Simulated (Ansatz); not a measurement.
# Dielectric response of CaO (001) films

How well do thin rocksalt CaO (001) films screen a perpendicular field?

Program: Ansatz 0.2.0. Level of theory: plane-wave DFT, PBEsol, Ansatz PAW. Results are calculated unless marked as measured.

### 1. The starting structure

The cell holds 6 atoms: 3 Ca and 3 O. Its edges and angles: a = 3.401 Å, b = 3.401 Å, c = 22.810 Å, α = 90.0°, β = 90.0°, γ = 90.0°. It derives from CaO (rocksalt CaO). Vacuum lies along c.

### 2. Relaxing the film, 6 atoms, units 3

The structure is relaxed first, because levels and dipoles at a surface follow the positions of the outer atoms.

input.yaml

```yaml
crystal:
  lattice:
    - [3.40118362, 0.0, 0.0]
    - [0.0, 3.40118362, 0.0]
    - [0.0, 0.0, 22.81]
  atoms:
    - { symbol: Ca, position: [0.5, 0.5, 0.3945637878] }
    - { symbol: O, position: [0.0, 0.0, 0.3945637878] }
    - { symbol: Ca, position: [0.0, 0.0, 0.5] }
    - { symbol: O, position: [0.5, 0.5, 0.5] }
    - { symbol: Ca, position: [0.5, 0.5, 0.6054362122] }
    - { symbol: O, position: [0.0, 0.0, 0.6054362122] }
kpoints:
  mp_grid: { grid: [8, 8, 1] }
hamiltonian:
  xc: pbesol
scf:
  occupations: { method: fixed }
  convergence: { dr2_threshold: 1.0e-09 }
efield:
  axis: 3
  dipole_correction: true
  ramp_position: 0.97
  ramp_width: 0.06
relax:
  f_tol: 0.003
  max_steps: 100
output:
  write_potential: true
  write_density: true
  volumetric_format: npy
```

Run with:

```console
$ ansatz run input.yaml --threads 4 --pin off --max-ram 6144MiB --backend cpu --events-out ev --progress --plain --runs-dir out
```

Numbers of over 12 decimals in the logs are rounded to 6 here.

What it wrote:

```text
Engine: ansatz 0.2.0, aarch64-unknown-linux-gnu
Pseudopotentials: kind: paw
Pseudopotential: Ca, paw, valence charge 10, recommended cutoff 420 eV (normal), Ca.paw.azcp
Pseudopotential: O, paw, valence charge 6, recommended cutoff 420 eV (normal), O.paw.azcp
Functional definition: PBEsol
  exchange = pbesol_x
  correlation = pbesol_c
Crystal: 6 atoms, lattice volume = 263.867 Å³
Basis set: ecut = 420 eV, 5185 PW (Γ), exchange–correlation on 48×48×320 points (8 copies of the dense FFT grid, shifted against one another)
Bands: 30, of which v1, the nominal top of the filled ones, is band 24 counted from 1 (23 counted from 0)
Symmetry: 8 space group operations
k-points: 15 of 64
Non-local potential: Ca, projectors of the file, l = 0: 3, l = 1: 2, l = 2: 2
Non-local potential: O, projectors of the file, l = 0: 2, l = 1: 2, l = 2: 1
PAW form: soft (Blöchl's): semilocal exchange-correlation on the pseudo side does not see the compensation charge
PAW frozen core: Ca, regenerated for the run's functional, and the local potential with it (the file was generated under x = pbe(κ = 0.804, μ = 0.219515), c = pbe(β = 0.066725))
PAW frozen core: O, regenerated for the run's functional, and the local potential with it (the file was generated under x = pbe(κ = 0.804, μ = 0.219515), c = pbe(β = 0.066725))
PAW one-centre angular grid: Ca, 110 points (default); XC on 64 Gauss nodes
PAW one-centre angular grid: O, 110 points (default); XC on 64 Gauss nodes
Initial density: superposition of atomic densities (neutral atoms: chi_scale 0, normalization atom), corrected by the library's trained network
Initial wavefunctions: pseudopotential atomic-orbital guess
Functional: x = pbesol(κ = 0.804, μ = 0.123457), c = pbesol(β = 0.046)
SCF iter   1: F=—  HF=-7073.208130 eV  |F-HF|=—  |Δ(HF+E_count)|=         —  Δρ=7.85e-3  dr2=1.46e-1  ethr=1.77e-3  p=0.000 e·Å  D=3.55e-14 V/Å  ΔV_dip=-0.00 eV  dr2_dipole=3.11e-9  V_vac-E_F(+/−)=3.96/3.96 eV  ⟨swp⟩=6.7  Hψ=2109  notcnv=0  defer=49
efield: sawtooth ramp at fractional position 0.9700 (set: `efield.ramp_position`, or a place that a band, a saddle search or an elastic batch's reference lends), width 0.0600; the density the first Hamiltonian is built on has a dipole p = 0.000 e·Å; the dipole correction subtracts the counter field D = 3.55e-14 V/Å, which shifts the + side's vacuum level by -0.00 eV against the − side's; the planar-averaged density in the ramp window peaks in size at 4.1e-6 e/Å³
preconditioner: auto → Resta (q_TF=auto, 2.054 Å⁻¹)  ε∞=1.8  [insulator: Δε(μ)=2.753 eV  Ē_g=16.069 eV  n_scr=42 (ndim 8)  ℏωp=14.8 eV  f_vac=0.639  ε∞_Penn≈1.8  vacuum switching on, ρ_ref=1.9e-2 e/Å³]
SCF iter   2: F=—  HF=-7073.190459 eV  |F-HF|=—  |Δ(HF+E_count)|=   1.77e-2  Δρ=5.18e-3  dr2=6.01e-2  ethr=3.05e-4  p=-0.000 e·Å  D=-1.81e-5 V/Å  ΔV_dip=0.00 eV  dr2_dipole=3.20e-9  V_vac-E_F(+/−)=4.34/4.34 eV  ⟨swp⟩=2.1  Hψ=790  notcnv=0  defer=57
density mixer auto → msr1: gapped (density of states about μ 0.01 of a free-electron gas's, 42 screened modes)
SCF iter   3: F=—  HF=-7073.176978 eV  |F-HF|=—  |Δ(HF+E_count)|=   1.35e-2  Δρ=6.89e-4  dr2=1.09e-3  ethr=1.25e-4  p=-0.000 e·Å  D=-7.47e-6 V/Å  ΔV_dip=0.00 eV  dr2_dipole=4.48e-10  V_vac-E_F(+/−)=4.16/4.16 eV  ⟨swp⟩=2.0  Hψ=625  notcnv=0  defer=54
SCF iter   4: F=—  HF=-7073.177200 eV  |F-HF|=—  |Δ(HF+E_count)|=   2.22e-4  Δρ=2.46e-4  dr2=1.16e-4  ethr=2.26e-6  p=0.000 e·Å  D=5.71e-6 V/Å  ΔV_dip=-0.00 eV  dr2_dipole=4.10e-10  V_vac-E_F(+/−)=4.16/4.16 eV  ⟨swp⟩=2.9  Hψ=801  notcnv=0  defer=60
SCF iter   5: F=—  HF=-7073.177201 eV  |F-HF|=—  |Δ(HF+E_count)|=   1.70e-6  Δρ=1.20e-4  dr2=2.66e-5  ethr=2.42e-7  p=0.000 e·Å  D=4.82e-7 V/Å  ΔV_dip=-0.00 eV  dr2_dipole=3.08e-13  V_vac-E_F(+/−)=4.15/4.15 eV  ⟨swp⟩=2.0  Hψ=633  notcnv=0  defer=59
SCF iter   6: F=—  HF=-7073.177211 eV  |F-HF|=—  |Δ(HF+E_count)|=   9.54e-6  Δρ=3.15e-5  dr2=2.08e-6  ethr=5.53e-8  p=-0.000 e·Å  D=-2.58e-6 V/Å  ΔV_dip=0.00 eV  dr2_dipole=7.00e-11  V_vac-E_F(+/−)=4.15/4.15 eV  ⟨swp⟩=2.0  Hψ=619  notcnv=0  defer=59
SCF iter   7: F=—  HF=-7073.177268 eV  |F-HF|=—  |Δ(HF+E_count)|=   5.74e-5  Δρ=8.28e-6  dr2=1.75e-7  ethr=4.34e-9  p=0.000 e·Å  D=2.98e-7 V/Å  ΔV_dip=-0.00 eV  dr2_dipole=1.52e-12  V_vac-E_F(+/−)=4.15/4.15 eV  ⟨swp⟩=2.1  Hψ=631  notcnv=0  defer=55
SCF iter   8: F=—  HF=-7073.177268 eV  |F-HF|=—  |Δ(HF+E_count)|=   8.06e-8  Δρ=1.91e-6  dr2=1.08e-8  ethr=3.64e-10  p=-0.000 e·Å  D=-6.31e-7 V/Å  ΔV_dip=0.00 eV  dr2_dipole=2.59e-12  V_vac-E_F(+/−)=4.15/4.15 eV  ⟨swp⟩=2.0  Hψ=644  notcnv=0  defer=55
SCF iter   9: F=—  HF=-7073.177268 eV  |F-HF|=—  |Δ(HF+E_count)|=   7.50e-9  Δρ=6.70e-7  dr2=1.05e-9  ethr=2.25e-11  p=-0.000 e·Å  D=-4.54e-8 V/Å  ΔV_dip=0.00 eV  dr2_dipole=8.67e-13  V_vac-E_F(+/−)=4.15/4.15 eV  ⟨swp⟩=2.0  Hψ=736  notcnv=0  defer=55
SCF iter  10: F=-7073.177268 eV  HF=-7073.177268 eV  |F-HF|=3.31e-10  |Δ(HF+E_count)|=  8.55e-11  Δρ=4.49e-7  dr2=4.70e-10  ethr=2.08e-12  p=0.000 e·Å  D=1.38e-7 V/Å  ΔV_dip=-0.00 eV  dr2_dipole=1.15e-12  V_vac-E_F(+/−)=4.15/4.15 eV  ⟨swp⟩=7.7  Hψ=2461  notcnv=0
SCF 1 converged in 10 iterations: F = -7073.177268 eV  dr2 = 4.70e-10
  greatest PAW one-centre occupation: 0.996 electrons in one spin orbital (limit 2), on the Ca atom at site 2 (counted from 0), in its partial waves of l = 0
relax step   1: F+E_penalty+E_count = -7073.17726832 eV  Δ(F+E_penalty+E_count) = +0.000e0 eV  max|allowed force component| = 2.818e-1 eV/Å  Δτ_max = 0.0000 Å  (10 SCF iters, accepted)
Initial density: handed on by an earlier stage of this run
Initial wavefunctions: those handed on with the density
iter 1 solved again at ethr=2.60e-4 eV; its pass at ethr=3.10e-3 eV (dr2=1.25e-1 eV) is discarded
SCF iter   1: F=—  HF=-7073.247778 eV  |F-HF|=—  |Δ(HF+E_count)|=         —  Δρ=4.15e-3  dr2=1.27e-1  ethr=2.60e-4  p=0.000 e·Å  D=1.38e-7 V/Å  ΔV_dip=-0.00 eV  dr2_dipole=6.78e-12  V_vac-E_F(+/−)=4.22/4.22 eV  ⟨swp⟩=1.4  Hψ=1769  notcnv=0  defer=49
efield: sawtooth ramp at fractional position 0.9700 (set: `efield.ramp_position`, or a place that a band, a saddle search or an elastic batch's reference lends), width 0.0600; the density the first Hamiltonian is built on has a dipole p = 0.000 e·Å; the dipole correction subtracts the counter field D = 1.38e-7 V/Å, which shifts the + side's vacuum level by -0.00 eV against the − side's; the planar-averaged density in the ramp window peaks in size at 2.8e-6 e/Å³
[...]
SCF iter   5: F=—  HF=-7073.214213 eV  |F-HF|=—  |Δ(HF+E_count)|=   3.57e-6  Δρ=1.74e-5  dr2=6.03e-7  ethr=2.27e-8  p=0.000 e·Å  D=5.44e-7 V/Å  ΔV_dip=-0.00 eV  dr2_dipole=3.74e-16  V_vac-E_F(+/−)=4.18/4.18 eV  ⟨swp⟩=2.1  Hψ=600  notcnv=0  defer=37  κ⁻¹=1.1e-3(r=4)
SCF iter   6: F=—  HF=-7073.214270 eV  |F-HF|=—  |Δ(HF+E_count)|=   5.71e-5  Δρ=4.66e-6  dr2=4.39e-8  ethr=1.26e-9  p=0.000 e·Å  D=5.60e-7 V/Å  ΔV_dip=-0.00 eV  dr2_dipole=4.63e-17  V_vac-E_F(+/−)=4.18/4.18 eV  ⟨swp⟩=2.0  Hψ=742  notcnv=0  defer=29  κ⁻¹=5.7e-5(r=5)
SCF iter   7: F=—  HF=-7073.214270 eV  |F-HF|=—  |Δ(HF+E_count)|=   6.07e-8  Δρ=2.50e-6  dr2=1.09e-8  ethr=9.15e-11  p=0.000 e·Å  D=5.54e-7 V/Å  ΔV_dip=-0.00 eV  dr2_dipole=2.36e-15  V_vac-E_F(+/−)=4.18/4.18 eV  ⟨swp⟩=2.0  Hψ=589  notcnv=0  defer=30  κ⁻¹=3.8e-5(r=6)
SCF iter   8: F=-7073.214270 eV  HF=-7073.214270 eV  |F-HF|=6.77e-10  |Δ(HF+E_count)|=   6.35e-9  Δρ=4.70e-7  dr2=4.10e-10  ethr=2.08e-12  p=0.000 e·Å  D=5.40e-7 V/Å  ΔV_dip=-0.00 eV  dr2_dipole=5.66e-14  V_vac-E_F(+/−)=4.18/4.18 eV  ⟨swp⟩=6.1  Hψ=2831  notcnv=0
SCF 3 converged in 8 iterations: F = -7073.214270 eV  dr2 = 4.10e-10
relax step   3: F+E_penalty+E_count = -7073.21427045 eV  Δ(F+E_penalty+E_count) = -2.888e-4 eV  max|allowed force component| = 8.371e-2 eV/Å  Δτ_max = 0.0196 Å  (8 SCF iters, accepted)
[...]
relax step   4: F+E_penalty+E_count = -7073.21496707 eV  Δ(F+E_penalty+E_count) = -6.966e-4 eV  max|allowed force component| = 4.098e-3 eV/Å  Δτ_max = 0.0068 Å  (7 SCF iters, accepted)
SCF iter   1: F=—  HF=-7073.214918 eV  |F-HF|=—  |Δ(HF+E_count)|=         —  Δρ=3.01e-5  dr2=8.55e-6  ethr=6.55e-8  p=-0.000 e·Å  D=-2.60e-8 V/Å  ΔV_dip=0.00 eV  dr2_dipole=3.47e-15  V_vac-E_F(+/−)=4.14/4.14 eV  ⟨swp⟩=2.1  Hψ=881  notcnv=0  defer=52
efield: sawtooth ramp at fractional position 0.9700 (set: `efield.ramp_position`, or a place that a band, a saddle search or an elastic batch's reference lends), width 0.0600; the density the first Hamiltonian is built on has a dipole p = -0.000 e·Å; the dipole correction subtracts the counter field D = -2.60e-8 V/Å, which shifts the + side's vacuum level by +0.00 eV against the − side's; the planar-averaged density in the ramp window peaks in size at 2.1e-6 e/Å³
preconditioner: auto → Resta (q_TF=auto, 2.054 Å⁻¹)  ε∞=1.8  [insulator: Δε(μ)=2.998 eV  Ē_g=16.085 eV  n_scr=42 (ndim 8)  ℏωp=14.8 eV  f_vac=0.646  ε∞_Penn≈1.8  vacuum switching on, ρ_ref=1.9e-2 e/Å³]
SCF iter   2: F=—  HF=-7073.214913 eV  |F-HF|=—  |Δ(HF+E_count)|=   4.84e-6  Δρ=1.12e-5  dr2=3.73e-7  ethr=1.78e-8  p=-0.000 e·Å  D=-4.10e-9 V/Å  ΔV_dip=0.00 eV  dr2_dipole=4.53e-15  V_vac-E_F(+/−)=4.14/4.14 eV  ⟨swp⟩=2.0  Hψ=685  notcnv=0  defer=25  κ⁻¹=1.0e0(r=1)
density mixer auto → broyden: gapped, where msr1 would fit the directions that read negative (density of states about μ 0.01 of a free-electron gas's, 42 screened modes)
SCF iter   3: F=—  HF=-7073.214969 eV  |F-HF|=—  |Δ(HF+E_count)|=   5.59e-5  Δρ=5.84e-6  dr2=8.66e-8  ethr=7.77e-10  p=-0.000 e·Å  D=-2.42e-8 V/Å  ΔV_dip=0.00 eV  dr2_dipole=7.49e-15  V_vac-E_F(+/−)=4.14/4.14 eV  ⟨swp⟩=2.0  Hψ=734  notcnv=0  defer=25  κ⁻¹=4.5e-2(r=2)
SCF iter   4: F=—  HF=-7073.214969 eV  |F-HF|=—  |Δ(HF+E_count)|=   7.80e-9  Δρ=2.50e-6  dr2=1.89e-8  ethr=1.80e-10  p=-0.000 e·Å  D=-8.18e-11 V/Å  ΔV_dip=0.00 eV  dr2_dipole=8.54e-16  V_vac-E_F(+/−)=4.14/4.14 eV  ⟨swp⟩=2.0  Hψ=598  notcnv=0  defer=25  κ⁻¹=6.3e-3(r=3)
SCF iter   5: F=—  HF=-7073.214969 eV  |F-HF|=—  |Δ(HF+E_count)|=  4.37e-11  Δρ=7.69e-7  dr2=1.53e-9  ethr=3.94e-11  p=0.000 e·Å  D=1.80e-8 V/Å  ΔV_dip=-0.00 eV  dr2_dipole=1.60e-15  V_vac-E_F(+/−)=4.14/4.14 eV  ⟨swp⟩=2.0  Hψ=593  notcnv=0  defer=25  κ⁻¹=2.8e-4(r=4)
SCF iter   6: F=-7073.214969 eV  HF=-7073.214969 eV  |F-HF|=2.06e-10  |Δ(HF+E_count)|=  5.09e-10  Δρ=1.47e-7  dr2=3.91e-11  ethr=2.08e-12  p=-0.000 e·Å  D=-2.88e-9 V/Å  ΔV_dip=0.00 eV  dr2_dipole=7.71e-14  V_vac-E_F(+/−)=4.14/4.14 eV  ⟨swp⟩=7.0  Hψ=2544  notcnv=0
SCF 5 converged in 6 iterations: F = -7073.214969 eV  dr2 = 3.91e-11
relax step   5: F+E_penalty+E_count = -7073.21496932 eV  Δ(F+E_penalty+E_count) = -2.242e-6 eV  max|allowed force component| = 5.445e-5 eV/Å  Δτ_max = 0.0006 Å  (6 SCF iters, accepted)
NSCF: frozen V_eff on 15 k-points
the band table was solved once a step of the walk had ended and its energy, with any forces and stress, was formed, with the checks that follow a solve (3044 applications of the Hamiltonian). They found nothing against the state; the energy, forces and stress were not computed again (output.eigenvalues in the input reference)
WARN: The output density's exchange-correlation potential varies sharply where the density is thin. Do not read a vacuum level from v_tot or v_xc, or from such a field of the output density. On a cell that repeats whose density bears no net charge and no dipole along the vacuum's axis use v_es (v_loc + v_h of the components); under efield.dipole_correction with no amplitude use v_es + v_field, which holds any externa [...]
SCF converged after 6 iterations
Stability not checked: this state was not tested for a lower state beside it, because the mixer in use, unlike msr1, does not test its closes by its own steps (another_mixer; see scf.mixing.algorithm and scf.lower_state_search)
Free energy (F): -7073.214969 eV
Harris-Foulkes:  -7073.214969 eV  (|F-HF|=2.06e-10)
Internal energy: -7073.214969 eV  (E = F + TS)
E sigma→0 (E₀):  -7073.214969 eV
Fermi energy:    -0.407886 eV
Dipole field:    D = 0.000000 V/Å  (p = 0.000000 e·Å, saw-weighted, corrected)
Work function:   Φ+ = 4.1391 eV   Φ− = 4.1391 eV
Levels:          The Fermi level and band energies are counted from a zero that moves with the ramp; work functions are not
--- Per-component energies (eV) ---
  E_band       = -693.206838
  E_kinetic    = 1361.178202
  E_local      = -36764.167258  (includes V_loc(G=0)·N_el)
  E_nonlocal   = 338.193170
  E_hartree    = 17734.338990
  E_xc         = -629.962810
  E_vxc        = -796.655474  (∫ρ·V_xc dr)
  E_paw        = -2966.512044  (= ΣΔE_a)
  E_vpaw       = -300.440569  (= ΣTr[D̂ρ^β])
  E_aug_tail   = 0.007201  (compensation charges beyond the density's cutoff)
  E_efield     = 0.000000  (sawtooth field / dipole correction)
  E_vefield    = 0.000000  (∫n·V_field dr)
  E_ewald      = 13853.247333
  E_core_change = 0.462247  (= ΣΔE_core)
  E_smearing   = -0.000000  (= −TS)
  E_closure    = 0.000000  (closes the sum)
  Σ components = -7073.214969   (vs F -7073.214969, Δ=0.00e0)
--- Forces (eV/Å), atoms counted from 1 ---
  atom   1  Ca     0.00000000     0.00000000    -0.00002521
  atom   2  O      0.00000000     0.00000000    -0.00005433
  atom   3  Ca     0.00000000     0.00000000    -0.00000011
  atom   4  O      0.00000000     0.00000000     0.00000007
  atom   5  Ca    -0.00000000     0.00000000     0.00002492
  atom   6  O      0.00000000     0.00000000     0.00005440
  max |Σ_I F_I| component: 2.64e-7 eV/Å
--- Band table (eV; the first three rows and the last of 15) ---
  k-point 0: bands = [... 20 lower, -0.5427, -0.5427, -0.4079, -0.4079, 2.5920, 2.8934, 3.2608, 3.8417, ... 2 higher]
  k-point 1: bands = [... 20 lower, -0.8029, -0.7775, -0.6979, -0.5778, 2.8170, 3.0716, 3.6866, 4.0563, ... 2 higher]
  k-point 2: bands = [... 20 lower, -1.3517, -1.0421, -0.9484, -0.9370, 3.3981, 3.5878, 4.6669, 4.7231, ... 2 higher]
  k-point 14: bands = [... 20 lower, -1.1272, -0.9413, -0.9413, -0.5346, 3.7007, 3.7007, 5.2297, 5.2297, ... 2 higher]
--- Relaxed structure (5 steps of the walk, 5 accepted, 0 SCFs on fresh bases) ---
  F+E_penalty+E_count = -7073.21496932 eV   max|allowed force component| = 5.445e-5 eV/Å
  atoms:
    - { symbol: Ca, position: [0.5, 0.5, 0.397587] }
    - { symbol: O, position: [0, 0.0, 0.398161] }
    - { symbol: Ca, position: [0, 0.0, 0.500000] }
    - { symbol: O, position: [0.5, 0.5, 0.500000] }
    - { symbol: Ca, position: [0.5, 0.5, 0.602413] }
    - { symbol: O, position: [0, 0.0, 0.601838] }
```

Elapsed: 9.2 s, on 4 threads of Arm Neoverse V2, shared host; peak memory 0.5 GiB.

Relaxation path:

```
step  energy less that of the first step (eV)  largest force component (eV/Å)
   1                                   0.0000                          0.2818
   2                                  -0.0367                          0.0761
   3                                  -0.0370                          0.0837
   4                                  -0.0377                          0.0041
   5                                  -0.0377                          0.0001
```

The run keeps the 8 symmetry operations that it works with, so distortions that break them were not tested.

The atoms that moved most (Å):

```
atom     dx     dy      dz  length
  O6  0.000  0.000  -0.082   0.082
  O2  0.000  0.000   0.082   0.082
 Ca1  0.000  0.000   0.069   0.069
 Ca5  0.000  0.000  -0.069   0.069
```

Final coordinates:

```xyz
6
Lattice="3.4012 0.0000 0.0000 0.0000 3.4012 0.0000 0.0000 0.0000 22.8100" Properties=species:S:1:pos:R:3
Ca    1.7006    1.7006    9.0690
O     0.0000    0.0000    9.0821
Ca    0.0000    0.0000   11.4050
O     1.7006    1.7006   11.4050
Ca    1.7006    1.7006   13.7410
O     0.0000    0.0000   13.7279
```

Numbers from this step:

- gap on the k-mesh: 3.000 eV
- dipole along the normal: 4.70e-7 e·Å
- ionisation energy, upper face: 4.139 eV
- electron affinity, upper face: 1.139 eV

Running mean over 2.405 Å of the planar mean; the ramp of the sawtooth is left out. Table of electron's electrostatic potential energy less the highest filled level by z:

z (Å), electron's electrostatic potential energy less the highest filled level (eV) and a bar from the least value:
```
        3       4.14 ##############################
        4       4.14 ##############################
        5       4.14 ##############################
        6       4.11 ##############################
        7       3.73 #############################
        8      -0.79 ############
        9      -3.74 ##
       10      -4.25 
       11      -3.92 #
       12      -4.02 #
       13      -4.13 
       14      -3.62 ##
       15       0.48 #################
       16       3.89 #############################
       17       4.12 ##############################
       18       4.14 ##############################
       19       4.14 ##############################
```

The relaxation took 5 steps and lowered the energy by 0.038 eV; the largest force on the free atoms ends at 5.4e-5 eV/Å.

The gap is 3.00 eV, with the valence edge 4.14 eV and the conduction edge 1.14 eV under the upper vacuum level.

[end of part 1 of 5]

[Logs are printed without paths, hosts, clocks, repeated set-up lines and the standing remarks that a program may print on its own settings, such as how far it seeks lower states.]

[Hosts, paths, dates, database ids (printed as entryN), source tags and the programs' standing remarks are cut or masked in the printed files.]

[Maps of the electrostatic potential energy from Ansatz leave out the sawtooth potential of an applied field or a dipole correction, so their vacuum need not be flat; planar profiles and work functions include it.]
